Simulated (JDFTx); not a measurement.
Crystal: Si2W.

```
W Si
1.0
    -1.60690    1.60690    3.91495
     1.60690   -1.60690    3.91495
     1.60690    1.60690   -3.91495
W Si
1 2
Direct
  0.00000 0.00000 0.00000
  0.66530 0.66530 0.00000
  0.33470 0.33470 0.00000
```

| Item | Value |
| --- | --- |
| Program | JDFTx 1.7.0 (patched build) |
| Task | relaxation of cell and atoms |
| Functional | LDA |
| Potentials or basis | PseudoDojo-SR-LDA-0.4.1-standard with smoothed tails |
| Cutoff | 952 eV |
| Density cutoff | 7619 eV |
| k mesh | 8 × 8 × 8 |
| Occupations | fermi-dirac, width 0.05 eV |
| Spin | no spin polarisation |

At the start: pressure -6.3 GPa; volume 13.48 Å³/atom.

Q: Where does the relaxation end?

A: Over 7 steps the energy falls by 7.4 meV/atom and the volume is 13.11 Å³/atom (-2.7 %); space group I4/mmm (No. 139, to 0.05 Å).

Step by step:
```csv
step,energy change (eV),largest force (eV/Å),pressure (GPa),volume (Å³)
1,0.0000,0.1040,-6.27,40.44
2,-0.0063,0.0725,-5.35,40.27
3,-0.0217,0.0670,-0.55,39.45
4,-0.0221,0.0013,0.25,39.30
5,-0.0221,0.0030,0.01,39.34
6,-0.0221,0.0006,0.00,39.34
7,-0.0221,0.0001,0.00,39.34
```

Final structure:
```cif
data_structure
_symmetry_space_group_name_H-M 'P 1'
_symmetry_Int_Tables_number 1
_cell_length_a 4.4861
_cell_length_b 4.4861
_cell_length_c 4.4861
_cell_angle_alpha 138.426
_cell_angle_beta 138.426
_cell_angle_gamma 60.251
_cell_volume 39.34
loop_
_atom_site_label
_atom_site_type_symbol
_atom_site_fract_x
_atom_site_fract_y
_atom_site_fract_z
_atom_site_occupancy
W1 W 0.00000 0.00000 0.00000 1
Si1 Si 0.66509 0.66509 0.00000 1
Si2 Si 0.33491 0.33491 0.00000 1
```

Caveat: the k mesh is coarse.
